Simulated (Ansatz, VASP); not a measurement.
# NiO in VASP and in Ansatz

File INCAR:

```
  PREC = Accurate
  ENCUT = 520
  EDIFF = 1E-6
  ISMEAR = -1
  SIGMA = 0.05
  LREAL = F
  LASPH = T
  NELM = 150
  ALGO = Normal
  ISIF = 2
  LWAVE = F
  LCHARG = F
  ISPIN = 2
  MAGMOM = 1 0
  LORBIT = 11
  LMAXMIX = 4
  GGA = PE
  NBANDS = 19
```

File KPOINTS:

```
Automatic mesh
0
Gamma
  10 10 10
```

File POSCAR:

```
NiO
1.0
    0.0000000000      2.2406300000      2.2406300000
    2.2406300000      0.0000000000      2.2406300000
    2.2406300000      2.2406300000      0.0000000000
Ni O
1 1
Direct
    0.0000000000      0.0000000000      0.0000000000
    0.7500000000      0.7500000000      0.7500000000
```

Contents of input.yaml:

```yaml
crystal:
  lattice:
    - [0.0, 2.24063, 2.24063]
    - [2.24063, 0.0, 2.24063]
    - [2.24063, 2.24063, 0.0]
  atoms:
    - { symbol: Ni, position: [0.0, 0.0, 0.0], spin: 1.0 }
    - { symbol: O, position: [0.75, 0.75, 0.75] }
hamiltonian:
  xc: pbe
  pseudopotentials: { kind: paw }
magnetization:
  spin_polarized: true
kpoints:
  mp_grid: { grid: [10, 10, 10] }
scf:
  occupations: { method: fermi_dirac, width: 0.05 }
output:
  forces: true
  stress: true
  eigenvalues: true
  write_density: true
  write_potential: true
  elf: true
  volumetric_format: npy
```

The cell was built by a generator and needn't be a form met in nature.

Alike in both runs: task single point; functional PBE; k mesh 10 × 10 × 10; occupations fermi-dirac, width 0.05 eV; collinear spin.

|  | VASP | Ansatz |
| --- | --- | --- |
| version | VASP 6.6.1 | Ansatz 0.2.0 |
| potentials or method | VASP PAW PBE potentials, release 64 (Ni, O) | Ansatz PAW |
| plane-wave cutoff (eV) | 520 | 420 |
| valence electrons in the cell | 16 | 24 |

Ansatz gave:

```
gap on the k mesh at the Fermi level (eV)                     : none
pressure (GPa)                                                : 0.1
net moment per atom (μB)                                      : 0.97
size of the moment on the site where the two differ most (μB) : 1.46
```

**Question.** Estimate VASP's values.

**Answer.** gap on the k mesh at the Fermi level (eV): none; pressure (GPa): 0.3; net moment per atom (μB): 0.96; size of the moment on the site where the two differ most (μB): 1.50.

Site moments also hang on the region over which each program counts them. A gap of «none» marks a metal or a gap that the smearing closes. The two sets of potentials don't hold the same shells in valence.

Caveats: a cell with one magnetic atom can't hold antiferromagnetic order, which such compounds often take; semilocal functionals often make such compounds metallic where correlation or magnetic order opens a gap, which also shifts bond lengths; the pressure holds a Pulay correction of +0.6 GPa for the finite cutoff (Ansatz).
